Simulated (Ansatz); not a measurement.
**Fe in Ansatz: convergence with smearing width**

Crystal: Fe.

```
Fe
1.0
    -1.44300    1.44300    1.44300
     1.44300   -1.44300    1.44300
     1.44300    1.44300   -1.44300
Fe
1
Direct
  0.00000 0.00000 0.00000
```

| Item | Value |
| --- | --- |
| Program | Ansatz 0.2.0 |
| Task | convergence study |
| Functional | PBE |
| Potentials or basis | Ansatz PAW earlier set |
| Cutoff | 950 eV |
| Density cutoff | 3800 eV |
| k mesh | 11 × 11 × 11 |
| Occupations | cold, width 0.3 eV |
| Spin | collinear spin, ferromagnetic start |
| Starting moments | [3.0] μB |

These are the settings of the first run; the series varies smearing width, with any setting tied to it.

Hardware: 2 threads of Intel(R) Xeon(R) Processor @ 2.50GHz (Skylake/Cascade Lake), with other jobs on the host.

| smearing width | energy less the tightest run, at zero smearing (meV/atom) | pressure (GPa) | absolute moment (μB) | SCF cycles | CPU time (s) | peak memory (GiB) |
| --- | --- | --- | --- | --- | --- | --- |
| 0.3 eV | 1.87 | -10.83 | 2.34 | 12 | 9.7 | 0.35 |
| 0.2 eV | 1.66 | -10.26 | 2.36 | 11 | 10 | 0.35 |
| 0.15 eV | 0.86 | -9.99 | 2.37 | 11 | 9.4 | 0.35 |
| 0.1 eV | -0.02 | -9.75 | 2.38 | 10 | 8.1 | 0.35 |
| 0.05 eV | -0.08 | -9.66 | 2.39 | 10 | 8.4 | 0.35 |
| 0.025 eV | -0.02 | -9.68 | 2.39 | 12 | 10 | 0.35 |
| 0.01 eV | 0.00 | -9.77 | 2.38 | 9 | 8.8 | 0.35 |
| 0.005 eV | 0.00 | -9.77 | 2.38 | 10 | 9 | 0.35 |

Against the tightest run, the energy stays within 1 meV/atom from 0.15 eV on; the pressure stays within 0.1 GPa from 0.025 eV on; the absolute moment stays within 0.02 μB from 0.15 eV on. Narrower smearing needs a denser k mesh, so at a fixed mesh the narrowest width isn't the most accurate. The tightest run that finished is the yardstick and may itself not be fully converged.
